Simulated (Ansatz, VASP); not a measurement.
# Two plane-wave programs on AlP

```
Al P
1.0
     0.00000    2.75340    2.75340
     2.75340    0.00000    2.75340
     2.75340    2.75340    0.00000
Al P
1 1
Direct
  0.00000 0.00000 0.00000
  0.25000 0.25000 0.25000
```

Alike in both runs: task relaxation of cell and atoms; functional LDA; k mesh 8 × 8 × 8; occupations gaussian, width 0.02 eV; no spin polarisation.

|  | VASP | Ansatz |
| --- | --- | --- |
| version | VASP 6.6.1 | Ansatz 0.2.0 |
| potentials or method | VASP PAW LDA potentials, release 64 (Al, P) | scalar-relativistic, plane waves, PAW |
| plane-wave cutoff (eV) | 600 | 420 |
| valence electrons in the cell | 8 | 8 |

Ansatz gave:

```
gap on the k mesh at the Fermi level, each at its own relaxed structure (eV) : 1.42
relaxed volume (Å³/atom)                                                     : 20.06
relaxed cell length with the largest relative difference (Å)                 : 3.843
energy change over the relaxation (meV/atom)                                 : -9
```

**Question.** Which values does VASP return?

**Answer.** gap on the k mesh at the Fermi level, each at its own relaxed structure (eV): 1.42; relaxed volume (Å³/atom): 20.07; relaxed cell length with the largest relative difference (Å): 3.843; energy change over the relaxation (meV/atom): -8.

A k mesh can miss the band edges. LDA usually gives volumes a few per cent too small. Zero-point motion and thermal expansion aren't in these numbers.
